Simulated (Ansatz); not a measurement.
Space group Fm-3m (No. 225). a = 4.248 Å, b = 4.248 Å, c = 4.248 Å, α = 90.00°, β = 90.00°, γ = 90.00°
| atom | site | symmetry | x | y | z |
| --- | --- | --- | --- | --- | --- |
| Co | 4a | m-3m | 0.0000 | 0.0000 | 0.0000 |
| O | 4b | m-3m | 0.5000 | 0.0000 | 0.0000 |

Equation of state of this CoO structure (not necessarily the ground state), with shape and atoms relaxed at each volume where symmetry leaves them free. It has no gap at any of these volumes. The calculation used DFT PBE, scalar-relativistic, plane waves, PAW (Ansatz).

Settings: cutoff 420 eV, Γ-centred mesh 16×16×16 on the computed 2-atom cell, Gaussian smearing of 0.10 eV; collinear spin.

```
V (Å³/atom) E − E(largest V) (meV/atom) P (GPa)
      9.009                         1.52    10.58
      9.297                       -12.42     5.09
      9.584                       -17.18     0.00
      9.872                       -12.82    -4.85
     10.159                         0.00    -9.21
```

**Question.** Fit a third-order Birch–Murnaghan equation to E(V).

**Answer.** V0 = 9.59 Å³/atom, B0 = 167 GPa, B0' = 0.3. B0' is unusual or poorly fixed by this range.

The cell holds one magnetic atom, so it can only be ferromagnetic; an antiferromagnetic order may lie lower.